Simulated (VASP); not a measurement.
Input of a VASP 6.6.1 run:

Contents of INCAR:

```
SYSTEM = InSb2As3
PREC     = Normal         ! precision mode
ENCUT    = 520            ! plane-wave cutoff, eV
EDIFF    = 1E-4           ! SCF threshold, eV
ISMEAR   = 0              ! smearing method
SIGMA    = 0.15           ! smearing width, eV
LREAL    = .False.        ! projectors in reciprocal space
LASPH    = .True.         ! aspherical terms in the spheres
NELM     = 60             ! most SCF steps
ALGO     = Fast           ! electronic algorithm
ISIF     = 3              ! what is computed and relaxed
LWAVE    = .False.        ! write WAVECAR
LCHARG   = .False.        ! write CHGCAR
GGA      = PE             ! functional
IBRION   = 2              ! ionic algorithm
NSW      = 24             ! ionic steps
EDIFFG   = -0.08          ! ionic threshold
KPAR     = 2
```

KPOINTS

```
regular mesh
0
Gamma
  4 4 1
  0 0 0
```

POSCAR

```
InSb2As3
1.0
    3.7457384200      0.0000000000      0.0000000000
    0.0000000000      3.7457384200      0.0000000000
    0.0000000000      0.0000000000     13.9386402300
In Sb As
1 2 3
Direct
    0.0000000000      0.0000000000      0.0000000000
    0.5000000000      0.5000000000      0.8681410000
    0.5000000000      0.5000000000      0.1318590000
    0.0000000000      0.0000000000      0.6647679800
    0.0000000000      0.0000000000      0.3352320200
    0.5000000000      0.5000000000      0.5000000000
```

Potentials or basis: VASP PAW PBE potentials, release 64 (In_d, Sb, As).

Command:

```bash
$ cat potpaw_PBE.64/In_d/POTCAR potpaw_PBE.64/Sb/POTCAR potpaw_PBE.64/As/POTCAR > POTCAR
$ mpirun -np 2 vasp_std > vasp.out
```

(1) What does it give for the relaxed volume?

(2) Predict the relaxed cell.

(3) Estimate the space group after relaxing (to 0.05 Å).

Answers

(1) 23.63 Å³/atom.

(2) a = 3.560 Å, b = 3.560 Å, c = 11.190 Å, α = 90.00°, β = 90.00°, γ = 90.00°.

(3) P4/mmm (No. 123).

Caveat: the k mesh is coarse (spacing up to 0.45 Å⁻¹), so the values aren't converged; the volume moved by over 15 % at a fixed basis, so the end points are rough.
